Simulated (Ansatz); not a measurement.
**Where the states of ZrN lie**

Space group Fm-3m (No. 225). a = 4.568 Å, b = 4.568 Å, c = 4.568 Å, α = 90.00°, β = 90.00°, γ = 90.00°
```tsv
atom	site	symmetry	x	y	z
Zr	4a	m-3m	0.0000	0.0000	0.0000
N	4b	m-3m	0.5000	0.0000	0.0000
```

The runs use the primitive cell with vectors (0.000, 2.284, 2.284), (2.284, 0.000, 2.284), (2.284, 2.284, 0.000) Å, to which the k mesh refers.

The geometry is COD entry 4303945, unchecked; take it as a test cell.

Spin polarisation is left out, and whether a magnetic state lies lower isn't shown here.

These are results of DFT, PBEsol, all-electron LAPW, scalar-relativistic (Ansatz 0.2.0), not measurements.

Settings: a Γ-centred 9×9×9 k mesh, Fermi–Dirac smearing of 0.01 eV, basis error target 0.25 meV/atom, no spin polarisation.

States per eV and cell, averaged over 0.4 eV, from -5.8 to 1.2 eV, with energies (bin centres) from the Fermi level; empty bins are left out. The partial columns, the largest 3 alone, are projections on Löwdin-orthogonalised atomic shells (those that the program's projection atoms carry: the occupied ones and, for some elements, an empty d or f shell; other empty shells have no column), summed over atoms of an element. Weights on diffuse s and p shells depend on that basis and aren't pure angular character.

| E (eV) | total | N 2p | Zr 4d | Zr 4p |
| --- | --- | --- | --- | --- |
| -5.7 | 1.11 | 0.69 | 0.31 | 0.02 |
| -5.3 | 2.45 | 1.56 | 0.79 | 0.03 |
| -4.9 | 3.45 | 2.27 | 1.01 | 0.10 |
| -4.5 | 2.37 | 1.53 | 0.74 | 0.06 |
| -4.1 | 1.30 | 0.86 | 0.40 | 0.02 |
| -3.7 | 0.82 | 0.60 | 0.20 | 0.01 |
| -3.3 | 0.30 | 0.25 | 0.05 | 0.00 |
| -2.9 | 0.07 | 0.05 | 0.01 | 0.00 |
| -2.5 | 0.10 | 0.04 | 0.06 | 0.00 |
| -2.1 | 0.18 | 0.06 | 0.12 | 0.00 |
| -1.7 | 0.25 | 0.07 | 0.17 | 0.00 |
| -1.3 | 0.33 | 0.09 | 0.24 | 0.00 |
| -0.9 | 0.42 | 0.10 | 0.31 | 0.00 |
| -0.5 | 0.53 | 0.11 | 0.40 | 0.00 |
| -0.1 | 0.66 | 0.13 | 0.51 | 0.00 |
| 0.3 | 0.77 | 0.16 | 0.57 | 0.00 |
| 0.7 | 0.89 | 0.17 | 0.68 | 0.00 |
| 1.1 | 0.83 | 0.13 | 0.65 | 0.00 |

**Question.** Which of the resolved shells contributes most within 0.3 eV of the Fermi level?

**Answer.** Zr 4d, with 76 % of all states there; N 2p follows with 20 %.

**Question.** Where is the centre of the filled Zr 4d states between -14 eV and the top of the filled states?

**Answer.** -3.91 eV from the Fermi level.
